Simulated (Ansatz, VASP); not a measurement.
# Te: VASP beside Ansatz

```xyz
1
Lattice="3.2304 0.0000 0.0000 0.0000 3.2304 0.0000 0.0000 0.0000 3.2304" Properties=species:S:1:pos:R:3 pbc="T T T"
Te    0.0000    0.0000    0.0000
```

Alike in both runs: task single point; functional RPBE; k mesh 11 × 11 × 11; occupations fermi-dirac, width 0.1 eV; no spin polarisation.

|  | VASP | Ansatz |
| --- | --- | --- |
| version | VASP 6.6.1 | Ansatz 0.2.0 |
| potentials or method | VASP PAW PBE potentials, release 64 (Te) | plane waves (420 eV) with PAW, scalar-relativistic |
| plane-wave cutoff (eV) | 520 | 420 |
| valence electrons in the cell | 6 | 16 |

|  | VASP | Ansatz | Ansatz less VASP |
| --- | --- | --- | --- |
| pressure (GPa) | -0.1 | 0.0 | +0.07 |

The two sets of potentials don't hold the same shells in valence.

Caveats: the PAW data sets were made with another functional, which shifts forces and pressure a little (VASP). The runs have no spin-orbit coupling, so splittings on Te are missing.
